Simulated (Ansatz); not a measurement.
Theory: DFT, PBE, plane waves (420 eV) with PAW, scalar-relativistic (Ansatz 0.2.0).

An element in the diamond structure gives this curve. The cell is scaled uniformly from the relaxed one, with fractional coordinates and shape fixed. Energies are extrapolated to zero smearing, pressures are those at the given smearing. Magnetic state: spin not included.

| V (Å³/atom) | E − E₀ (meV/atom) | P (GPa) |
| --- | --- | --- |
| 7.320 | 78.9 | 28.21 |
| 7.653 | 32.5 | 17.00 |
| 7.986 | 7.5 | 7.69 |
| 8.318 | 0.0 | -0.04 |
| 8.651 | 7.2 | -6.50 |
| 8.984 | 26.8 | -11.89 |
| 9.317 | 56.5 | -16.39 |

Question: Which element is it?
A. beryllium
B. carbon
C. boron
D. copper

Answer: C. Its fit is V₀ = 8.31 Å³/atom, B₀ = 177 GPa, B₀′ = 3.5.
